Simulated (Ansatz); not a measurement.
**Sb2Te3 in the Bi2Te3 type structure (space group R-3m, No. 166)**

```
Sb2Te3
1.0
    2.10545     1.21558     9.72653
   -2.10545     1.21558     9.72653
    0.00000    -2.43116     9.72653
Sb Te
2 3
Direct
  0.39964   0.39964   0.39964
  0.60036   0.60036   0.60036
  0.00000   0.00000   0.00000
  0.20831   0.20831   0.20831
  0.79169   0.79169   0.79169
```

The values are results of Ansatz (a program for electronic structure) PBEsol-D3(BJ), no SOC, not measurements. Settings: 9×9×9 k-points, 0.05 eV Fermi–Dirac smearing.

The volume per atom comes out as 29.87 Å³ and the density is 6.96 g/cm³. The band gap is zero and the total energy is -6704.715 eV/atom (σ→0; compares only within this code and set-up).

With Sb and Te present, leaving out spin-orbit coupling can change the band edges. Whether these cells are dynamically stable was not tested. All final runs are without spin polarisation. Gaps under 0.05 eV, about the width of the smearing, are given as zero. The zero or small gap of Sb2Te3 can change with the level of theory.
